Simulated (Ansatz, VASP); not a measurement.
## Si25H7Cl3: VASP beside Ansatz

One calculation is typed for both programs; each brings its own data sets. How far apart do they land? The cell is taken from a series of runs on this material, whose earlier steps may have relaxed, scaled, displaced or heated it; both programs get it as it stands.

Program: Ansatz 0.2.0. Level of theory: plane waves, with VASP 6.6.1 beside it; PBE. Results are calculated unless marked as measured.

**1. Set-up**

The cell holds 35 atoms: 3 Cl, 25 Si and 7 H. Cell: a = 7.679 Å, b = 7.679 Å, c = 25.368 Å, α = 90.0°, β = 90.0°, γ = 60.0°. It derives from Si. As first built, before any earlier steps moved the atoms or strained the cell (in the runner's words): kind terminated face; group SiCl3; share_of_top_atoms 0.25; rest H; oxygen_in_back_bonds 0; lower_face H. Vacuum lies along c.

**2. VASP: single point, PBE**

With cell and atoms fixed, the geometry can't cause a difference; cores, projectors, grids and the points listed under the comparison can.

Lines of VASP's logs that name or quote its potential files are left out, and so is its time.

The input, INCAR:

```
SYSTEM = Si25H7Cl3
PREC = Accurate
ENCUT = 400
EDIFF = 1E-06
NELM = 120
ISMEAR = -1
SIGMA = 0.02
LREAL = Auto
ALGO = Normal
GGA = PE
NBANDS = 88
LORBIT = 11
LWAVE = .FALSE.
LCHARG = .FALSE.
ISIF = 2
LDIPOL = .TRUE.
IDIPOL = 3
DIPOL = 0.5 0.5 0.496
LVHAR = .TRUE.
LASPH = .TRUE.
GGA_COMPAT = .FALSE.
EFERMI = MIDGAP
NELMDL = -8
KPAR = 2
```

The input, POSCAR:

```
Si25H7Cl3
1.0
    7.6791796437      0.0000000000      0.0000000000
    3.8395898218      6.6503646517      0.0000000000
    0.0000000000      0.0000000000     25.3684769138
Cl Si H
3 25 7
Direct
    0.1407376769      0.1460796644      0.7391854962
    0.7131826588      0.1407376769      0.7391854962
    0.1460796644      0.7131826588      0.7391854962
    0.0000000000      0.0000000000      0.7082200552
    0.0000000000      0.0000000000      0.6143252904
    0.5003132717      0.9990203159      0.6121289636
    0.9990203159      0.5006664124      0.6121289636
    0.5006664124      0.5003132717      0.6121289636
    0.8336504757      0.3329692230      0.5820013988
    0.3333333334      0.3333333334      0.5825024781
    0.8333803014      0.8336504757      0.5820013988
    0.3329692230      0.8333803014      0.5820013988
    0.8341698593      0.3318505543      0.4888682927
    0.3333333334      0.3333333334      0.4892800841
    0.8339795864      0.8341698593      0.4888682927
    0.3318505543      0.8339795864      0.4888682927
    0.1670013807      0.1668389943      0.4573306973
    0.6661596250      0.1670013807      0.4573306973
    0.1668389943      0.6661596250      0.4573306973
    0.6666666667      0.6666666667      0.4578686391
    0.1666666667      0.1666666667      0.3643795020
    0.6666666667      0.1666666667      0.3643795020
    0.1666666667      0.6666666667      0.3643795020
    0.6666666667      0.6666666667      0.3643795020
    0.0000000000      0.0000000000      0.3334847430
    0.5000000000      0.0000000000      0.3334847430
    0.0000000000      0.5000000000      0.3334847430
    0.5000000000      0.5000000000      0.3334847430
    0.5033824490      0.9922074040      0.6710590079
    0.9922074040      0.5044101470      0.6710590079
    0.5044101470      0.5033824490      0.6710590079
    0.0000000000      0.0000000000      0.2759330020
    0.5000000000      0.0000000000      0.2759330020
    0.0000000000      0.5000000000      0.2759330020
    0.5000000000      0.5000000000      0.2759330020
```

The input, KPOINTS:

```
Automatic mesh
0
Gamma
3 3 1
0 0 0
```

PAW data sets: Cl, Si and H (PBE family, release 64).

Started as:

```
mpirun -np 4 vasp_std
```

Numbers of over 12 decimals in the logs are rounded to 6 here.

What it wrote:

```text
[banner, memory and clock lines left out]
running    4 mpi-ranks, on    1 nodes
[...]
LDA part: xc-table for (Slater+PW92), standard interpolation
 POSCAR, INCAR and KPOINTS ok, starting setup
[...]
entering main loop
       N       E                     dE             d eps       ncg     rms          rms(c)
DAV:   1     0.598558191353E+03    0.59856E+03   -0.38360E+04   528   0.897E+02
DAV:   2    -0.916728010456E+02   -0.69023E+03   -0.65691E+03   720   0.187E+02
DAV:   3    -0.169846228597E+03   -0.78173E+02   -0.76947E+02   640   0.615E+01
DAV:   4    -0.173161713255E+03   -0.33155E+01   -0.33003E+01   728   0.144E+01
[...]
DAV:  31    -0.168474078147E+03   -0.34001E-05   -0.31449E-07   432   0.121E-03    0.256E-03
DAV:  32    -0.168474080050E+03   -0.19022E-05   -0.59043E-08   416   0.666E-04    0.118E-03
DAV:  33    -0.168474080381E+03   -0.33155E-06   -0.58393E-08   376   0.608E-04
   1 F= -.16847408E+03 E0= -.16847408E+03  d E =-.281604E-12
```

Parts of OUTCAR (step 2):

```text
  Total        6.0594985      6.0594985      3.5384388      0.0000001      0.0000000      0.0000000
  in kB        7.4936359      7.4936359      4.3759021      0.0000001      0.0000000      0.0000000
  external PRESSURE =       6.4543913 kB  Pullay stress =       0.0000000 kB

 POSITION                                       TOTAL-FORCE (eV/Angst)
 -----------------------------------------------------------------------------------
      1.64164      0.97148     18.75201        -0.034161     -0.022964     -0.016773
      6.01703      0.93596     18.75201         0.036968     -0.018102     -0.016773
      3.86010      4.74292     18.75201        -0.002807      0.041067     -0.016773
      0.00000      0.00000     17.96646         0.000000      0.000000      0.047672
      0.00000      0.00000     15.58450         0.000000      0.000000     -0.000088
      7.67782      6.64385     15.52878         0.000209     -0.001644     -0.001036
      9.59401      3.32961     15.52878        -0.001528      0.000641     -0.001036
      5.76571      3.32727     15.52878         0.001319      0.001003     -0.001036
      7.68022      2.21437     14.76449         0.000767     -0.005101     -0.000067
      3.83959      2.21679     14.77720         0.000000      0.000000     -0.004640
      9.60055      5.54408     14.76449         0.004034      0.003215     -0.000067
      5.75677      5.54228     14.76449        -0.004801      0.001886     -0.000067
      7.67991      2.20693     12.40184        -0.000083      0.001568      0.000181
      3.83959      2.21679     12.41229         0.000000      0.000000     -0.001101
[...]
-----------------------------------------------------------------------------------
    total drift:                               -0.000002     -0.000001     -0.006000

  FREE ENERGIE OF THE ION-ELECTRON SYSTEM (eV)
  ---------------------------------------------------
  free  energy   TOTEN  =      -168.4740803811 eV

  energy  without entropy=     -168.4740803811  energy(sigma->0) =     -168.47408038

[... 3 further parts left out ...]
[key lines of the parts left out:]
E-fermi :   0.1998
```

(Part 1 of 2 ends here.)

[Lines on the potential files, build, host, timing and source positions are cut from VASP's logs without a mark.]

[Logs are printed without paths, hosts, clocks, repeated set-up lines and the standing remarks that a program may print on its own settings, such as how far it seeks lower states.]

[Hosts, paths, dates, database ids (printed as entryN), source tags and the programs' standing remarks are cut or masked in the printed files.]
